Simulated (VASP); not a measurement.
Here is a VASP 6.6.1 calculation.

Contents of INCAR:

```
SYSTEM = Dy
ALGO = Normal ; EDIFF = 1E-7
ENCUT = 520 ; GGA = PE
ISIF = 2 ; ISMEAR = -1
ISPIN = 2 ; LASPH = .TRUE.
LCHARG = .FALSE. ; LMAXMIX = 6
LORBIT = 11 ; LREAL = .FALSE.
LWAVE = .FALSE. ; MAGMOM = 5
NBANDS = 20 ; NELM = 120
PREC = Accurate ; SIGMA = 0.05
```

The input KPOINTS:

```
k-points
0
G
  9 9 9
  0 0 0
```

Contents of POSCAR:

```
Dy
1.0
   -2.0003821482      2.0003821482      2.0003821482
    2.0003821482     -2.0003821482      2.0003821482
    2.0003821482      2.0003821482     -2.0003821482
Dy
1
Direct
    0.0000000000      0.0000000000      0.0000000000
```

Potentials or basis: VASP PAW PBE potentials, release 64 (Dy).

Command:

```sh
$ cat potpaw_PBE.64/Dy/POTCAR > POTCAR
$ mpirun -np 1 vasp_std > vasp.out
```

(1) Estimate the band gap on the k mesh.

(2) Estimate the site moments.

Results:

(1) none (metal or under the smearing width).

(2) Dy +4.44 μB.

Caveat: the magnetic or orbital state may not be the lowest; spin-orbit coupling is left out, which moves the levels of the heavy elements.
